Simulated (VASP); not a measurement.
Input of a VASP 6.6.1 run:

Contents of INCAR:

```
  PREC = Accurate
  ENCUT = 520
  EDIFF = 1E-7
  ISMEAR = 0
  SIGMA = 0.02
  LREAL = False
  LASPH = True
  NELM = 60
  ALGO = Normal
  ISIF = 3
  LWAVE = False
  LCHARG = False
  GGA = PE
  IBRION = 2
  NSW = 80
  EDIFFG = -0.002
```

Contents of KPOINTS:

```
Automatic mesh
0
Gamma
  12 12 6
```

Contents of POSCAR:

```
CdSe
1.0
    4.3000000000      0.0000000000      0.0000000000
   -2.1500000000      3.7239092400      0.0000000000
    0.0000000000      0.0000000000      7.0200000000
Cd Se
2 2
Direct
    0.3333333300      0.6666666700      0.0000000000
    0.6666666700      0.3333333300      0.5000000000
    0.3333333300      0.6666666700      0.3850000000
    0.6666666700      0.3333333300      0.8850000000
```

Potentials or basis: VASP PAW PBE potentials, release 64 (Cd, Se).

Command:

```bash
$ cat potpaw_PBE.64/Cd/POTCAR potpaw_PBE.64/Se/POTCAR > POTCAR
$ mpirun -np 1 vasp_std > vasp.out
```

Q: What does it give for the band gap on the k mesh?

A: 0.53 eV, direct.

Q: Predict the space group after relaxing (to 0.05 Å).

A: P6_3mc (No. 186).

Step by step:
```csv
step,energy change (eV),largest force (eV/Å),pressure (GPa),volume (Å³)
1,0.0000,0.2910,3.34,112.41
2,-0.0786,0.0482,-0.90,122.20
3,-0.0853,0.0928,-0.07,119.88
4,-0.0853,0.0897,-0.13,120.03
5,-0.0867,0.0568,-0.06,119.85
6,-0.0875,0.0070,0.03,119.60
7,-0.0887,0.0088,0.04,119.58
8,-0.0895,0.0119,0.05,119.54
9,-0.0895,0.0006,-0.04,119.79
10,-0.0895,0.0039,-0.01,119.72
11,-0.0895,0.0036,-0.01,119.72
12,-0.0895,0.0005,0.00,119.68
13,-0.0895,0.0002,0.00,119.69
```

PBE usually gives volumes a little too large and moduli too small. Zero-point motion and thermal expansion aren't in these numbers.
